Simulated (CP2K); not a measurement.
# ZnSe (Stilleite) (F-43m) in CP2K: further runs

The runs below take ZnSe (Stilleite) through single point, equation of state, with PBEsol.

Program: CP2K 2026.2. These are calculated values, not measurements. Logs are shortened: lines on timing, memory, paths and dates and some standing lists are left out, and cuts for length are marked.

### Step 1. The crystal as given

The structure is cubic, space group F-43m (No. 216). Conventional cell: a = 5.668 Å, b = 5.668 Å, c = 5.668 Å, α = 90.00°, β = 90.00°, γ = 90.00°. Se (site symmetry -43m) has 4 Zn at 2.45 Å as nearest neighbours. Zn (site symmetry -43m) is surrounded by 4 Se at 2.45 Å.

### Step 2. Single point, PBEsol, 22.76 Å³/atom

znse_eos.inp reads:

```
&GLOBAL
  PROJECT znse_eos
  RUN_TYPE ENERGY_FORCE
  PRINT_LEVEL LOW
&END GLOBAL
&FORCE_EVAL
  METHOD QS
  STRESS_TENSOR ANALYTICAL
  &DFT
    BASIS_SET_FILE_NAME BASIS_MOLOPT_UZH
    POTENTIAL_FILE_NAME POTENTIAL_UZH
    &MGRID
      CUTOFF 450
      REL_CUTOFF 60
      NGRIDS 4
    &END MGRID
    &QS
      METHOD GPW
      EPS_DEFAULT 1.0E-10
    &END QS
    &KPOINTS
      SCHEME MONKHORST-PACK 8 8 8
      GAMMA_CENTERED T
      SYMMETRY T
      SYMMETRY_BACKEND SPGLIB
    &END KPOINTS
    &SCF
      SCF_GUESS ATOMIC
      EPS_SCF 1.0E-6
      MAX_SCF 100
      ADDED_MOS 10
      CHOLESKY OFF
      EPS_EIGVAL 1.0E-7
      &DIAGONALIZATION ON
        ALGORITHM STANDARD
      &END DIAGONALIZATION
      &MIXING ON
        METHOD BROYDEN_MIXING
        ALPHA 0.4
        BETA 1.5
        NBUFFER 8
      &END MIXING
      &SMEAR ON
        METHOD FERMI_DIRAC
        ELECTRONIC_TEMPERATURE 1160.45
      &END SMEAR
    &END SCF
    &XC
      &XC_FUNCTIONAL
        &GGA_X_PBE_SOL
        &END GGA_X_PBE_SOL
        &GGA_C_PBE_SOL
        &END GGA_C_PBE_SOL
      &END XC_FUNCTIONAL
    &END XC
    &PRINT
      &KPOINTS ON
      &END KPOINTS
      &MULLIKEN ON
      &END MULLIKEN
      &MO ON
        ENERGIES T
        OCCUPATION_NUMBERS T
        &EACH
          QS_SCF 0
        &END EACH
        ADD_LAST NUMERIC
      &END MO
    &END PRINT
  &END DFT
  &SUBSYS
    &CELL
      A 4.0075983931 0.0000000000 0.0000000000
      B 2.0037991965 3.4706820165 0.0000000000
      C 2.0037991965 1.1568940055 3.2721903857
      PERIODIC XYZ
    &END CELL
    &COORD
      SCALED
      Se  0.7500000000 0.7500000000 0.7500000000
      Zn  0.0000000000 0.0000000000 0.0000000000
    &END COORD
    &KIND Se
      BASIS_SET TZVP-MOLOPT-PBE-GTH-q6
      POTENTIAL GTH-PBE-q6
    &END KIND
    &KIND Zn
      BASIS_SET TZVP-MOLOPT-PBE-GTH-q12
      POTENTIAL GTH-PBE-q12
    &END KIND
    &PRINT
      &ATOMIC_COORDINATES ON
      &END ATOMIC_COORDINATES
      &CELL ON
      &END CELL
    &END PRINT
  &END SUBSYS
  &PRINT
    &FORCES ON
    &END FORCES
    &STRESS_TENSOR ON
    &END STRESS_TENSOR
  &END PRINT
&END FORCE_EVAL
```

Potentials or basis: POTENTIAL_UZH Se GTH-PBE-q6, Zn GTH-PBE-q12; TZVP-MOLOPT-PBE-GTH basis.

Run with:

```
$ OMP_NUM_THREADS=2 cp2k.psmp -i znse_eos.inp -o znse_eos.out
```

znse_eos.out:

```text

 CP2K| version string:                                       CP2K version 2026.2
 CP2K| Input file name                                              znse_eos.inp

 GLOBAL| Force Environment number                                              1
 GLOBAL| Basis set file name                                    BASIS_MOLOPT_UZH
 GLOBAL| Potential file name                                       POTENTIAL_UZH
 GLOBAL| MM Potential file name                                     MM_POTENTIAL
 GLOBAL| Coordinate file name                                      __STD_INPUT__
 GLOBAL| Method name                                                        CP2K
 GLOBAL| Project name                                                   znse_eos
 GLOBAL| Run type                                                   ENERGY_FORCE
 GLOBAL| FFT library                                                       FFTW3
 GLOBAL| Diagonalization library                                       ScaLAPACK
 GLOBAL| Cholesky decomposition library                                ScaLAPACK
 GLOBAL| DGEMM library                                                      BLAS
 GLOBAL| Direct generalized diagonalization requested                          F
 GLOBAL| Matrix multiplication library                                 ScaLAPACK
 GLOBAL| Global print level                                                  LOW
 GLOBAL| Total number of message passing processes                             1
 GLOBAL| Number of threads for this process                                    2
 GLOBAL| CPU model name                          Intel(R) Xeon(R) Platinum 8488C

 CELL| Volume [angstrom^3]:                                            45.513222
 CELL| Vector a [angstrom]:       4.008     0.000     0.000   |a| =     4.007598
 CELL| Vector b [angstrom]:       2.004     3.471     0.000   |b| =     4.007598
 CELL| Vector c [angstrom]:       2.004     1.157     3.272   |c| =     4.007598
 CELL| Angle (b,c), alpha [degree]:                                    60.000000
 CELL| Angle (a,c), beta  [degree]:                                    60.000000
 CELL| Angle (a,b), gamma [degree]:                                    60.000000
 CELL| Numerically orthorhombic:                                              NO
 CELL| Periodicity                                                           XYZ

 CELL_REF| Volume [angstrom^3]:                                        45.513222
 CELL_REF| Vector a [angstrom     4.008     0.000     0.000   |a| =     4.007598
 CELL_REF| Vector b [angstrom     2.004     3.471     0.000   |b| =     4.007598
 CELL_REF| Vector c [angstrom     2.004     1.157     3.272   |c| =     4.007598
 CELL_REF| Angle (b,c), alpha [degree]:                                60.000000
 CELL_REF| Angle (a,c), beta  [degree]:                                60.000000
 CELL_REF| Angle (a,b), gamma [degree]:                                60.000000
 CELL_REF| Numerically orthorhombic:                                          NO
 CELL_REF| Periodicity                                                       XYZ

 GENERATE|  Preliminary Number of Bonds generated:                             0
 GENERATE|  Achieved consistency in connectivity generation.

 *******************************************************************************
 *******************************************************************************
 **            Copyright (C) by CP2K developers group (2000-2026)             **
 *******************************************************************************

 TOTAL NUMBERS AND MAXIMUM NUMBERS

  Total number of            - Atomic kinds:                                   2
                             - Atoms:                                          2
                             - Shell sets:                                     2
                             - Shells:                                        17
                             - Primitive Cartesian functions:                 10
                             - Cartesian basis functions:                     58
                             - Spherical basis functions:                     51

  Maximum angular momentum of the orbital basis functions:                     3

 MODULE QUICKSTEP: ATOMIC COORDINATES IN ANGSTROM

   Atom Kind Element         X             Y             Z       Z(eff)     Mass
      1    1 Se   34      6.011398      3.470682      2.454143   6.0000  78.9600
      2    2 Zn   30      0.000000      0.000000      0.000000  12.0000  65.3800

 SCF PARAMETERS         Density guess:                                    ATOMIC
                        --------------------------------------------------------
                        max_scf:                                             100
                        max_scf_history:                                       0
                        max_diis:                                              4
[... 20 lines left out ...]
 BRILLOUIN|    29           0.00586        0.00000        0.50000        0.50000
 *******************************************************************************

 Extrapolation method: initial_guess

 Number of electrons:                                                         18
 Number of occupied orbitals:                                                  9
 Number of molecular orbitals:                                                19

 Number of orbital functions:                                                 51
 Number of independent orbital functions:                                     51

 SCF WAVEFUNCTION OPTIMIZATION

  Step     Update method      Time    Convergence         Total energy    Change
  ------------------------------------------------------------------------------
     1 NoMix/Diag. 0.40E+00    3.5     1.54753193       -69.9766038540 -7.00E+01
     2 Broy./Diag. 0.40E+00    2.6     0.03903323       -70.1088005138 -1.32E-01
     3 Broy./Diag. 0.40E+00    2.6     0.06332987       -69.9019711809  2.07E-01
     4 Broy./Diag. 0.40E+00    2.6     0.04434733       -69.8414788619  6.05E-02
     5 Broy./Diag. 0.40E+00    2.5     0.00466823       -69.8862481747 -4.48E-02
     6 Broy./Diag. 0.40E+00    2.5     0.00390152       -69.8901579093 -3.91E-03
     7 Broy./Diag. 0.40E+00    2.6     0.00109379       -69.8787271724  1.14E-02
     8 Broy./Diag. 0.40E+00    2.6     0.00053534       -69.8763358251  2.39E-03
     9 Broy./Diag. 0.40E+00    2.6     0.00010610       -69.8792938429 -2.96E-03
    10 Broy./Diag. 0.40E+00    2.6     0.00005523       -69.8798802131 -5.86E-04
    11 Broy./Diag. 0.40E+00    2.6     0.00000792       -69.8796688763  2.11E-04
    12 Broy./Diag. 0.40E+00    2.6     0.00000278       -69.8796636893  5.19E-06
    13 Broy./Diag. 0.40E+00    2.6     0.00000121       -69.8796639373 -2.48E-07
    14 Broy./Diag. 0.40E+00    2.6     0.00000034       -69.8796643683 -4.31E-07

  *** SCF run converged in    14 steps ***

  Electronic density on regular grids:        -17.9999999784        0.0000000216
  Core density on regular grids:               17.9999999977       -0.0000000023
  Total charge density on r-space grids:        0.0000000193
  Total charge density g-space grids:           0.0000000193

  Overlap energy of the core charge distribution:               0.00000000779440
  Self energy of the core charge distribution:                -99.67599305453886
  Core Hamiltonian energy:                                     29.90686059945022
  Hartree energy:                                              10.79828562325352
  Exchange-correlation energy:                                -10.90881495378909
  Electronic entropic energy:                                  -0.00000259049503
  Fermi energy:                                                 0.13441782912298

  Total energy:                                               -69.87966436832448
  Total energy (extrapolated to T->0):                        -69.87966307307697

 MO| EIGENVALUES AND OCCUPATION NUMBERS FOR K POINT 1
 MO|
 MO|  Index      Eigenvalue [a.u.]        Eigenvalue [eV]             Occupation
 MO|      1              -0.353673              -9.623931               2.000000
 MO|      2              -0.128033              -3.483960               2.000000
 MO|      3              -0.128033              -3.483960               2.000000
 MO|      4              -0.121870              -3.316248               2.000000
 MO|      5              -0.116601              -3.172877               2.000000
 MO|      6              -0.116601              -3.172877               2.000000
[... 336 lines left out ...]
 MO|     18               0.780701              21.243958               0.000000
 MO|     19               0.818101              22.261666               0.000000
 MO| Sum:                                                              18.000000
 MO| E(Fermi):            0.134418 a.u.          3.657695 eV

 [... the levels of further k-points ...]

 !-----------------------------------------------------------------------------!
                     Mulliken Population Analysis

 #  Atom  Element  Kind  Atomic population                           Net charge
       1     Se       1          5.912705                              0.087295
       2     Zn       2         12.087295                             -0.087295
 # Total charge                             18.000000                 -0.000000

 !-----------------------------------------------------------------------------!

 ENERGY| Total FORCE_EVAL ( QS ) energy [hartree]            -69.879665004234880

 FORCES| Atomic forces [hartree/bohr]
 FORCES|   Atom     x               y               z               |f|
 FORCES|      1 -6.49150202E-06 -3.75189853E-06 -2.64148018E-06   7.94945021E-06
 FORCES|      2  5.20783537E-06  3.01062423E-06  2.11749096E-06   6.37723885E-06
 FORCES| Sum    -1.28366665E-06 -7.41274296E-07 -5.23989226E-07
 FORCES| Total atomic force                                       1.57221257E-06

 STRESS| Analytical stress tensor [bar]
 STRESS|                        x                   y                   z
 STRESS|      x       -4.03700377961E+02  -1.87436923944E+01  -1.32541852857E+01
 STRESS|      y       -1.87436923944E+01  -3.81930079667E+02  -7.63980805377E+00
 STRESS|      z       -1.32541852857E+01  -7.63980805377E+00  -3.76494009994E+02
 STRESS| 1/3 Trace                                            -3.87374822540E+02
 STRESS| Determinant                                          -5.78307146770E+07

 STRESS| Eigenvectors and eigenvalues of the analytical stress tensor [bar]
 STRESS|                        1                   2                   3
 STRESS| Eigenvalues  -4.19884229774E+02  -3.71141646927E+02  -3.71098590920E+02
 STRESS|      x           0.817315148291     -0.544870317167     -0.187382725574
 STRESS|      y           0.470563777302      0.818877281949     -0.328648335761
 STRESS|      z           0.332514179944      0.180433740131      0.925677041715
```

It took 44 s on 2 threads of Intel Xeon Platinum 8488C (Sapphire Rapids), shared host; peak memory 0.39 GiB.

What came out:

```yaml
Free_energy: -1901.5224 eV
Pressure: 0.0 GPa
Band_gap_on_the_k_mesh: 1.08 eV, direct
Mulliken_charges: Se +0.09; Zn -0.09 e
```

Caveat: Mulliken charges move with the basis; the potentials were made for another functional, which shifts forces and pressure; the basis of atomic orbitals isn't converged, which shifts pressures, moduli and gaps.

### Step 3. Single point, PBEsol, 22.30 Å³/atom (volume scaled by 0.98)

Changes to znse_eos.inp since step 2:

```diff
@@ -11,2 +11,3 @@
     POTENTIAL_FILE_NAME POTENTIAL_UZH
+    WFN_RESTART_FILE_NAME previous-RESTART.kp
     &MGRID
@@ -27,3 +28,3 @@
     &SCF
-      SCF_GUESS ATOMIC
+      SCF_GUESS RESTART
       EPS_SCF 1.0E-6
@@ -72,5 +73,5 @@
     &CELL
-      A 4.0075983931 0.0000000000 0.0000000000
-      B 2.0037991965 3.4706820165 0.0000000000
-      C 2.0037991965 1.1568940055 3.2721903857
+      A 3.9807009492 0.0000000000 0.0000000000
+      B 1.9903504745 3.4473881467 0.0000000000
+      C 1.9903504745 1.1491293822 3.2502287147
       PERIODIC XYZ
```

Potentials or basis: POTENTIAL_UZH Se GTH-PBE-q6, Zn GTH-PBE-q12; TZVP-MOLOPT-PBE-GTH basis.

Run with:

```
$ OMP_NUM_THREADS=2 cp2k.psmp -i znse_eos.inp -o znse_eos.out
```

Wall time 34 s (2 threads of Intel Xeon Platinum 8488C (Sapphire Rapids), shared host); peak memory 0.38 GiB.

It converged, with:

| Property | Result |
| --- | --- |
| Free energy | -1901.5188 eV |
| Pressure | 1.3 GPa |
| Band gap on the k mesh | 1.16 eV, direct |
| Mulliken charges | Se +0.11; Zn -0.11 e |

Caveat: Mulliken charges move with the basis; the potentials were made for another functional, which shifts forces and pressure; the basis of atomic orbitals isn't converged, which shifts pressures, moduli and gaps.

### Step 4. Single point, PBEsol, 23.21 Å³/atom (volume scaled by 1.02)

Changes to znse_eos.inp since step 3:

```diff
@@ -73,5 +73,5 @@
     &CELL
-      A 3.9807009492 0.0000000000 0.0000000000
-      B 1.9903504745 3.4473881467 0.0000000000
-      C 1.9903504745 1.1491293822 3.2502287147
+      A 4.0341395533 0.0000000000 0.0000000000
+      B 2.0170697766 3.4936673355 0.0000000000
+      C 2.0170697766 1.1645557785 3.2938611522
       PERIODIC XYZ
```

Run with:

```
$ OMP_NUM_THREADS=2 cp2k.psmp -i znse_eos.inp -o znse_eos.out
```

Wall time 33 s (2 threads of Intel Xeon Platinum 8488C (Sapphire Rapids), shared host); peak memory 0.38 GiB.

Results (log left out):

```yaml
Free_energy: -1901.5186 eV
Pressure: -1.3 GPa
Band_gap_on_the_k_mesh: 1.00 eV, direct
Mulliken_charges: Se +0.06; Zn -0.06 e
```

Caveat: Mulliken charges move with the basis; the potentials were made for another functional, which shifts forces and pressure; the basis of atomic orbitals isn't converged, which shifts pressures, moduli and gaps.

### Step 5. Single point, PBEsol, 21.85 Å³/atom (volume scaled by 0.96)

Changes to znse_eos.inp since step 4:

```diff
@@ -73,5 +73,5 @@
     &CELL
-      A 4.0341395533 0.0000000000 0.0000000000
-      B 2.0170697766 3.4936673355 0.0000000000
-      C 2.0170697766 1.1645557785 3.2938611522
+      A 3.9534350185 0.0000000000 0.0000000000
+      B 1.9767175092 3.4237751581 0.0000000000
+      C 1.9767175092 1.1412583860 3.2279661755
       PERIODIC XYZ
```

Run with:

```
$ OMP_NUM_THREADS=2 cp2k.psmp -i znse_eos.inp -o znse_eos.out
```

Wall time 37 s (2 threads of Intel Xeon Platinum 8488C (Sapphire Rapids), shared host); peak memory 0.39 GiB.

Results (log left out):

```
Free energy            : -1901.5070 eV
Pressure               : 2.9 GPa
Band gap on the k mesh : 1.24 eV, direct
Mulliken charges       : Se +0.14; Zn -0.14 e
```

Caveat: Mulliken charges move with the basis; the potentials were made for another functional, which shifts forces and pressure; the basis of atomic orbitals isn't converged, which shifts pressures, moduli and gaps.

### Step 6. Single point, PBEsol, 23.67 Å³/atom (volume scaled by 1.04)

Changes to znse_eos.inp since step 5:

```diff
@@ -73,5 +73,5 @@
     &CELL
-      A 3.9534350185 0.0000000000 0.0000000000
-      B 1.9767175092 3.4237751581 0.0000000000
-      C 1.9767175092 1.1412583860 3.2279661755
+      A 4.0603359987 0.0000000000 0.0000000000
+      B 2.0301679993 3.5163541227 0.0000000000
+      C 2.0301679993 1.1721180409 3.3152504604
       PERIODIC XYZ
```

Potentials or basis: POTENTIAL_UZH Se GTH-PBE-q6, Zn GTH-PBE-q12; TZVP-MOLOPT-PBE-GTH basis.

Run with:

```
$ OMP_NUM_THREADS=2 cp2k.psmp -i znse_eos.inp -o znse_eos.out
```

It took 34 s on 2 threads of Intel Xeon Platinum 8488C (Sapphire Rapids), shared host; peak memory 0.37 GiB.

The run converged. Its results:

```yaml
Free_energy: -1901.5083 eV
Pressure: -2.4 GPa
Band_gap_on_the_k_mesh: 0.93 eV, direct
Mulliken_charges: Se +0.04; Zn -0.04 e
```

Caveat: Mulliken charges move with the basis; the potentials were made for another functional, which shifts forces and pressure; the basis of atomic orbitals isn't converged, which shifts pressures, moduli and gaps.

### Step 7. Single point, PBEsol, 21.39 Å³/atom (volume scaled by 0.94)

Changes to znse_eos.inp since step 6:

```diff
@@ -73,5 +73,5 @@
     &CELL
-      A 4.0603359987 0.0000000000 0.0000000000
-      B 2.0301679993 3.5163541227 0.0000000000
-      C 2.0301679993 1.1721180409 3.3152504604
+      A 3.9257877152 0.0000000000 0.0000000000
+      B 1.9628938575 3.3998318911 0.0000000000
+      C 1.9628938575 1.1332772970 3.2053922469
       PERIODIC XYZ
```

Run with:

```
$ OMP_NUM_THREADS=2 cp2k.psmp -i znse_eos.inp -o znse_eos.out
```

Run time: 44 s. Hardware: 2 threads of Intel Xeon Platinum 8488C (Sapphire Rapids), shared host; peak memory 0.39 GiB.

It converged, with:

```yaml
Free_energy: -1901.4860 eV
Pressure: 4.6 GPa
Band_gap_on_the_k_mesh: 1.32 eV, direct
Mulliken_charges: Se +0.16; Zn -0.16 e
```

Caveat: Mulliken charges move with the basis; the potentials were made for another functional, which shifts forces and pressure; the basis of atomic orbitals isn't converged, which shifts pressures, moduli and gaps.

### Step 8. Single point, PBEsol, 24.12 Å³/atom (volume scaled by 1.06)

Changes to znse_eos.inp since step 7:

```diff
@@ -73,5 +73,5 @@
     &CELL
-      A 3.9257877152 0.0000000000 0.0000000000
-      B 1.9628938575 3.3998318911 0.0000000000
-      C 1.9628938575 1.1332772970 3.2053922469
+      A 4.0861987087 0.0000000000 0.0000000000
+      B 2.0430993543 3.5387518866 0.0000000000
+      C 2.0430993543 1.1795839622 3.3363672747
       PERIODIC XYZ
```

Run with:

```
$ OMP_NUM_THREADS=2 cp2k.psmp -i znse_eos.inp -o znse_eos.out
```

Wall time 44 s (2 threads of Intel Xeon Platinum 8488C (Sapphire Rapids), shared host); peak memory 0.36 GiB.

Results (log left out):

```
Free energy            : -1901.4921 eV
Pressure               : -3.3 GPa
Band gap on the k mesh : 0.86 eV, direct
Mulliken charges       : Se +0.02; Zn -0.02 e
```

Caveat: Mulliken charges move with the basis; the potentials were made for another functional, which shifts forces and pressure; the basis of atomic orbitals isn't converged, which shifts pressures, moduli and gaps.

### Step 9. Equation of state, PBEsol

Potentials or basis: POTENTIAL_UZH Se GTH-PBE-q6, Zn GTH-PBE-q12; TZVP-MOLOPT-PBE-GTH basis.

No new run: the results of the series are fitted here.

Results:

```yaml
Equilibrium_volume: 22.74 Å³/atom
Bulk_modulus: 65 GPa
Pressure_derivative_of_the_bulk_modulus: 4.6
```

Energy against volume, from the lowest point:
```csv
volume (Å³/atom),energy (meV/atom)
21.391,18.21
21.846,7.71
22.301,1.80
22.757,0.00
23.212,1.88
23.667,7.05
24.122,15.16
```

Caveat: the potentials were made for another functional, which shifts forces and pressure; the basis of atomic orbitals isn't converged, which shifts pressures, moduli and gaps.
